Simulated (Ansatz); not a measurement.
**CsSnI₃: pressure against volume**

CsSnI₃, Pm-3m, a = 6.134 Å. The structure is a COD entry; whether it is the stable form wasn't checked. Ansatz: PBEsol, PAW, 420 eV, Γ-centred 6×6×6 mesh on 5 atoms, Gaussian smearing 0.01 eV; no spin polarisation. Symmetry fixes shape and atoms, so the cell is only scaled; pressure is positive in compression.

```
V (Å³/atom) P (GPa)
     40.622     3.14
     42.007     2.14
     43.391     1.30
     44.776     0.59
     46.161     0.02
     47.546    -0.48
     48.931    -0.91
     50.777        ?
```

Task: Take V0 = 46.161 Å³/atom, count pressures from its P0 = 0.02 GPa, fit the third-order Birch–Murnaghan form to the other rows, and predict the missing pressure.

Result: With the Eulerian strain f = ½[(V0/V)^(2/3) − 1] and y = (P − P0)/[3f(1 + 2f)^(5/2)], the form is the line y = B0 + 1.5 B0 (B0′ − 4) f. Rows (f, y): 0.04448, 18.89; 0.03244, 18.62; 0.02106, 18.27; 0.01026, 17.60; -0.00976, 17.94; -0.01905, 17.93. Means f = 0.01324, y = 18.208; Σ(Δf)² = 0.002986, ΣΔfΔy = 0.04665; the slope is their ratio. y = 18.00 + 15.62 f GPa, so B0 = 18.0 GPa and B0′ = 4 + 2 × (15.62)/(3 × 18.00) = 4.58. At V = 50.777, f = -0.03078, y = 17.519 and P = -1.36 GPa. The run gave -1.37 GPa, so the fit is 0.01 GPa too high, within the rms miss on the fitted rows (0.02 GPa). The form still works here, 22 % of the fitted range beyond its end. With a term in f² added B0′ becomes 4.11, so this figure hangs on the form.

Symmetry holds off the tilts and polar distortions that many cubic perovskites undergo.